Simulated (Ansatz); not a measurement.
Crystal: ZrC.

```
CELL_PARAMETERS angstrom
0.00000 2.36500 2.36500
2.36500 0.00000 2.36500
2.36500 2.36500 0.00000
ATOMIC_POSITIONS crystal
Zr 0.50000 0.50000 0.50000
C 0.00000 0.00000 0.00000
```

Base run:

| Quantity | Value |
| --- | --- |
| Program | Ansatz 0.2.0 |
| Functional | PBEsol |
| Potentials or basis | all-electron LAPW, relativistic spinors |
| Cutoff | 258 eV (chosen from the basis error) |
| Basis error allowed | 0.001 eV/atom |
| k mesh | 7 × 7 × 7 |
| Occupations | fermi-dirac, width 0.05 eV |
| Spin | spin-orbit coupling, no magnetisation |

Its results: pressure -8.5 GPa.

**Question.** The run is repeated on the same cell with these changes: functional from PBEsol to PBE. What comes out?

**Answer.** Pressure -2.9 GPa.

PBE binds less tightly than PBEsol, so the same cell stands under more pressure.

Caveats: the k mesh is thin for a metal, which can move the energy by tens of meV per atom.
